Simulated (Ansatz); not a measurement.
# Ta2N in Ansatz: convergence with n extra bands

Input of the first run (n extra bands 1); the others differ in this setting and in those tied to it:

The input input.yaml:

```yaml
crystal:
  lattice:
    - [3.112861506, 0.0, 0.0]
    - [-1.556430753, 2.6958171426, 0.0]
    - [0.0, 0.0, 4.869841]
  atoms:
    - { symbol: Ta, position: [0.3333333333, 0.6666666667, 0.254711] }
    - { symbol: Ta, position: [0.6666666667, 0.3333333333, 0.745289] }
    - { symbol: "N", position: [0.0, 0.0, 0.0] }
hamiltonian:
  xc: pbe
  pseudopotentials: { kind: paw }
  hubbard: { sites: [{ species: Ta, l: d, u_eff: 3.5 }] }
kpoints:
  mp_grid: { grid: [8, 8, 5] }
scf:
  occupations: { method: gaussian, width: 0.1 }
  n_extra_bands: 1
output:
  forces: true
  stress: true
  eigenvalues: true
```

Potentials or basis: Ansatz PAW.

Run with:

```sh
$ ansatz run input.yaml --threads 2 --pin off --max-ram 5632MiB --backend cpu --events-out ev --progress --plain --runs-dir out
```

The cell comes from a database or a generator and needn't be the stable form of this composition.

Hardware: 2 threads of Intel(R) Xeon(R) Processor @ 2.50GHz (Skylake/Cascade Lake), with other jobs on the host.

```
n extra bands  energy less the tightest run, at zero smearing (meV/atom)  SCF cycles  CPU time (s)  peak memory (GiB)
            1                                                       0.00           9           9.7               0.36
            2                                                       0.00           9           9.1               0.36
            4                                                       0.00           9           9.2               0.36
            8                                                       0.00           9           9.9               0.37
           16                                                       0.00           8            10               0.38
           32                                                       0.00           8            12               0.39
```

Against the tightest run, the energy stays within 1 meV/atom from 1 on. The tightest run that finished is the yardstick and may itself not be fully converged.

Caveat, for the tightest run too: U without spin polarisation on a metal has little footing. The run has no spin-orbit coupling, so splittings on Ta are missing.
